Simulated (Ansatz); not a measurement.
# A series in volume scale on Bi₂Te₃

Results calculated with Ansatz 0.2.0, not measured. Periodic Kohn-Sham DFT of a crystal at fixed atoms, scaled to volume_scale times the given cell; pressure positive in compression, energy less spherical unpolarised free atoms, largest_vzz the field gradient of largest size among the nuclei.

The cell before it is scaled or strained (space group R3m, No. 160):
```
cell vectors (Å)
   2.2085     1.2751     9.9467
  -2.2085     1.2751     9.9467
   0.0000    -2.5502     9.9467
atoms (fractions of the cell vectors)
Bi  0.81200  0.81200  0.81200
Bi  0.40200  0.40200  0.40200
Te  0.61100  0.61100  0.61100
Te  0.20000  0.20000  0.20000
Te  0.00000  0.00000  0.00000
```

Settings of every row: method all-electron LAPW; functional LDA; relativity scalar; k mesh 8x8x8; filling fermi-dirac; smearing width 0.08 eV; basis error target 1 meV/atom; nucleus gaussian.

Atom start moment: 0 on all atoms.

Limits: no spin-orbit coupling on heavy atoms.

| row | volume scale | V (Å³/atom) | pressure (GPa) | energy less free atoms (eV/atom) |
| --- | --- | --- | --- | --- |
| 1 | 0.94 | 31.596 | 1.476 | -4.0499 |
| 2 | 0.96 | 32.268 | 0.229 | -4.0534 |
| 3 | 0.98 | 32.94 | -0.881 | -4.0519 |
| 4 | 0.99 | 33.276 | ? | ? |
| 5 | 1 | 33.612 | -1.869 | -4.0461 |
| 6 | 1.01 | 33.949 | -2.32 | -4.0417 |
| 7 | 1.02 | 34.285 | -2.747 | -4.0364 |
| 8 | 1.04 | 34.957 | -3.527 | -4.0232 |
| 9 | 1.06 | 35.629 | -4.219 | -4.0069 |

Question: what pressure and energy less free atoms should row 4 give?

Worked fit of pressure. Take u = (V_r/V)^(2/3) − 1 with V_r = 33.781 Å³ an atom, which is twice the finite (Eulerian) strain; such expansions in the strain, on which the Birch-Murnaghan equation of state is built, carry the rest volume and the bulk modulus. The shown rows have u = 0.04559, 0.03102, 0.01695, 0.00335, -0.0033, -0.00982, -0.02256, -0.03488. Least squares give pressure = −2.0986 + 68.107 × u + 216.84 × u² + 202 × u³ GPa; a parabola predicts inner rows, each left out in turn, worse (root mean square 0.0034 against 0.00085 GPa). The rows lie off it by 0.000, 0.000, 0.000, -0.001, 0.001, 0.000, 0.000, 0.000. The pressure vanishes at u = 0.0282, or V = 32.4 Å³ an atom, and there the bulk modulus at fixed shape and fractions is B = −V dP/dV = (2/3)(1 + u) dP/du = 55.4 GPa. Letting shape and atoms relax would as a rule lower it, by much in layered, chain or molecular crystals. The withheld row has u = 0.01009, so the fit gives −2.0986 + 68.107 × (0.01009) + 216.84 × (0.01009)² + 202 × (0.01009)³ = -1.389 GPa.

The calculation gave -1.389 GPa. The fit meets it to the printed digit.

Worked fit of energy less free atoms. Take u = (V_r/V)^(2/3) − 1 with V_r = 33.781 Å³ an atom, which is twice the finite (Eulerian) strain; such expansions in the strain, on which the Birch-Murnaghan equation of state is built, carry the rest volume and the bulk modulus. The shown rows have u = 0.04559, 0.03102, 0.01695, 0.00335, -0.0033, -0.00982, -0.02256, -0.03488. Least squares give energy less free atoms = −4.04402 − 0.6635 × u + 11.584 × u² + 3 × u³ eV/atom; a parabola predicts inner rows, each left out in turn, worse (root mean square 5.4e-05 against 3.4e-05 eV/atom). All shown rows lie on it to the printed digit. Its lowest point lies at u = 0.0283, or V = 32.39 Å³ an atom, and the curvature there gives the bulk modulus at fixed shape and fractions, B = (4/9)(1 + u)² E″(u)/V = 55 GPa. Letting shape and atoms relax would as a rule lower it, by much in layered, chain or molecular crystals. The withheld row has u = 0.01009, so the fit gives −4.04402 − 0.6635 × (0.01009) + 11.584 × (0.01009)² + 3 × (0.01009)³ = -4.0495 eV/atom.

The calculation gave -4.0496 eV/atom. The fit lies 0.0001 eV/atom (0.22 % of the column's range) above it, one unit of the last digit.
